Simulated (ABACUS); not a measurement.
Crystal: Si.

```
CELL_PARAMETERS angstrom
3.83132 0.00000 0.00000
-1.91566 3.31802 0.00000
0.00000 0.00000 6.33262
ATOMIC_POSITIONS crystal
Si 0.66667 0.33333 0.93699
Si 0.33333 0.66667 0.43699
Si 0.66667 0.33333 0.56301
Si 0.33333 0.66667 0.06301
```

This isn't the form of Si at room conditions, which is diamond.

| Item | Value |
| --- | --- |
| Program | ABACUS 3.10.1 |
| Task | single point |
| Functional | PBE |
| Potentials or basis | PseudoDojo NC SR 0.4.1 PBE standard |
| Cutoff | 490 eV |
| Density cutoff | 1959 eV |
| Basis | plane waves |
| k mesh | 8 × 8 × 4 |
| Occupations | fermi-dirac, width 0.05 eV |
| Spin | no spin polarisation |

On this cell: pressure 1.3 GPa; largest force 0.007 eV/Å; band gap on the k mesh 0.42 eV, indirect (least direct gap 1.02 eV).

The same run follows on a disturbed copy (atoms moved at random, drawn with an rms of 0.05 Å):

```
Si
1.0
     3.83132    0.00000    0.00000
    -1.91566    3.31802    0.00000
     0.00000    0.00000    6.33262
Si
4
Cartesian
  1.8986 1.1073 5.9547
  0.0205 2.1855 2.7503
  1.9220 1.1461 3.5601
  -0.0362 2.1481 0.3725
```

Q: What does the disturbed cell give?

A: The energy moves by +17.3 meV/atom; pressure 1.6 GPa; largest force 0.990 eV/Å; band gap on the k mesh 0.06 eV, indirect (least direct gap 0.77 eV).

Forces in eV/Å, atoms in the order of the input:
```
Si  -0.282 -0.780 -0.542
Si  -0.234  0.729  0.007
Si   0.189 -0.770  0.129
Si   0.327  0.821  0.406
```

Stress tensor (GPa, compression positive):
```
 4.23  0.12  0.52
 0.12 -0.17  0.02
 0.52  0.02  0.60
```

A k mesh can miss the band edges.
